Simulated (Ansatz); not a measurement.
CuI (Marshite):

```
I Cu
1.0
     0.00000    3.03150    3.03150
     3.03150    0.00000    3.03150
     3.03150    3.03150    0.00000
I Cu
1 1
Direct
  0.00000 0.00000 0.00000
  0.75000 0.75000 0.75000
```

Base run:

- Program: Ansatz 0.2.0
- Functional: HSE06
- Potentials or basis: all-electron PAW datasets made for the crystal
- Cutoff: 290 eV (chosen from the basis error)
- k mesh: 6 × 6 × 6
- Occupations: fermi-dirac, width 0.05 eV
- Spin: no spin polarisation

Its results: band gap on the k mesh 2.63 eV, direct; pressure 0.6 GPa.

Task: The run is repeated on the same cell with these changes: functional from HSE06 to PBE0. What comes out?

Result: Band gap on the k mesh 3.29 eV, direct; pressure 0.5 GPa.

Caveats: spin-orbit coupling is left out, which moves the levels of the heavy elements.

